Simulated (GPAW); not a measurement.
# zigzag V chain, bond 2.959 A: which magnetic order is lowest

Does zigzag V chain, bond 2.959 A prefer parallel or opposed moments, or none?

Calculated with GPAW 26.7.0; revPBE; plane waves with GPAW's PAW setups, scalar-relativistic.

## 1. Set-up

The cell holds 2 atoms: 2 V. Its edges and angles: a = 12.000 Å, b = 12.000 Å, c = 3.551 Å, α = 90.0°, β = 90.0°, γ = 90.0°. model lattice. Vacuum lies along a and b. The structure's axis is c.

## 2. Order 1, typed as ferro ++

Parallel moments need no larger cell; this start tests for a ferromagnetic state only.

File order1.py:

```python
import json
import numpy as np
from ase import Atoms
from ase.parallel import paropen, parprint
from gpaw import GPAW

atoms = Atoms(['V', 'V'],
    cell=[[12.0, 0.0, 0.0],
         [0.0, 12.0, 0.0],
         [0.0, 0.0, 3.5508]],
    scaled_positions=[[0.40136667, 0.5, 0.0],
         [0.59863333, 0.5, 0.5]],
    pbc=True,
    magmoms=[1.5, 1.5])
atoms.calc = GPAW(mode={'name': 'pw', 'ecut': 550},
    xc='revPBE',
    kpts={'size': (1, 1, 8), 'gamma': True},
    occupations={'name': 'methfessel-paxton', 'width': 0.1},
    convergence={'density': 1e-05, 'energy': 1e-05},
    maxiter=200,
    mixer={'name': 'pulay', 'beta': 0.1, 'nmaxold': 8, 'weight': 100},
    symmetry={'tolerance': 1e-4},
    txt='order1.txt')
e = atoms.get_potential_energy(force_consistent=True)
res = {'free_energy': e, 'energy_sigma0': atoms.get_potential_energy(), 'fermi_energy': atoms.calc.get_fermi_level()}
res['moments'] = atoms.get_magnetic_moments().tolist()
res['total'] = atoms.get_magnetic_moment()
parprint('site moments (muB):', np.round(res['moments'], 3))
parprint(f"total moment: {res['total']:.3f} muB")
parprint(f'free energy: {e:.6f} eV')
atoms.calc.write('order1.gpw')
with paropen('results.json', 'w') as f:
    json.dump(res, f)
```

On the command line:

```
$ OMP_NUM_THREADS=1 python3 order1.py > order1.log
```

The runs that follow: start 2: antiferro +-; run 3 (antiferro q=(0,0,1/2) +-+-); order 4, typed as no spin polarisation; energies of the orders. Settings of the main run: cutoff 550 eV, 1×1×8 k-mesh, methfessel-paxton occupations, smearing width 0.1 eV, mix (, pulay, 0.1, 8, 100), mesh matched on, collinear spin, starting moments 1.5 -1.5 μB.

Q: Predict the largest site moment.

Opposed moments of equal size cancel, so the cell has no net moment. Symmetry leaves 1 kind of site among the 2 atoms, and equivalent atoms carry values of equal size. The lowest state found is antiferromagnetic, reached from the start antiferro +-, with moments up to 2.79 μB.

| Quantity | Value |
| --- | --- |
| lowest state found | antiferromagnetic (started as antiferro +-) |
| largest site moment | 2.79 μB |
| next state | antiferromagnetic, 4.76 meV a seeded atom higher |
| energy gained by spin polarisation | 1160 meV a seeded atom |

The two lowest states lie so close that the mesh, the functional or spin–orbit coupling could swap them. This is the lowest of 4 finished starts, no proof of the ground state. The smearing is not Fermi–Dirac, so its width is no temperature.

[Logs and program files are shortened in this print: banners, set-up blocks, solver, clock and traceback lines can be left out without a mark of their own.]

[Logs are printed without paths, hosts, clocks, repeated set-up lines and the standing remarks that a program may print on its own settings, such as how far it seeks lower states.]

[Hosts, paths, dates, database ids (printed as entryN), source tags and the programs' standing remarks are cut or masked in the printed files.]

[Where a cell is said to come from a database of computed structures, the database is the Materials Project.]
